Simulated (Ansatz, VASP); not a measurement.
## Tl in VASP and in Ansatz

INCAR

```
SYSTEM = Tl
PREC = Accurate ; ENCUT = 520
EDIFF = 1E-7 ; ISMEAR = -1
SIGMA = 0.05 ; LREAL = .False.
LASPH = .True. ; NELM = 60
ALGO = Normal ; ISIF = 2
LWAVE = .False. ; LCHARG = .False.
GGA = PE ; NBANDS = 20
```

Contents of KPOINTS:

```
Automatic mesh
0
Gamma
  9 9 5
  0 0 0
```

The input POSCAR:

```
Tl
1.0
    3.4788880842      0.0000000000      0.0000000000
   -1.7394440421      3.0128054579      0.0000000000
    0.0000000000      0.0000000000      5.5615904703
Tl
2
Direct
    0.6666666667      0.3333333333      0.7500000000
    0.3333333333      0.6666666667      0.2500000000
```

Contents of input.yaml:

```yaml
crystal:
  lattice:
    - [3.4788880842, 0.0, 0.0]
    - [-1.7394440421, 3.0128054579, 0.0]
    - [0.0, 0.0, 5.5615904703]
  atoms:
    - { symbol: Tl, position: [0.6666666667, 0.3333333333, 0.75] }
    - { symbol: Tl, position: [0.3333333333, 0.6666666667, 0.25] }
hamiltonian:
  xc: pbe
  pseudopotentials: { kind: paw }
kpoints:
  mp_grid: { grid: [9, 9, 5] }
scf:
  occupations: { method: fermi_dirac, width: 0.05 }
output:
  forces: true
  stress: true
  eigenvalues: true
  write_density: true
  write_potential: true
  elf: true
  volumetric_format: npy
```

Change from the starting cell: volume scaled by 1.02.

Alike in both runs: task single point; functional PBE; k mesh 9 × 9 × 5; occupations fermi-dirac, width 0.05 eV; no spin polarisation.

|  | VASP | Ansatz |
| --- | --- | --- |
| version | VASP 6.6.1 | Ansatz 0.2.0 |
| potentials or method | VASP PAW PBE potentials, release 64 (Tl_d) | Ansatz PAW |
| plane-wave cutoff (eV) | 520 | 420 |
| valence electrons in the cell | 26 | 26 |

|  | VASP | Ansatz | Ansatz less VASP |
| --- | --- | --- | --- |
| gap on the k mesh at the Fermi level (eV) | none | none | - |
| pressure (GPa) | 2.5 | 2.6 | +0.06 |
| largest component of the traceless stress (GPa) | 0.80 | 0.81 | +0.006 |

A gap of «none» marks a metal or a gap that the smearing closes.

The runs have no spin-orbit coupling, so splittings on Tl are missing.
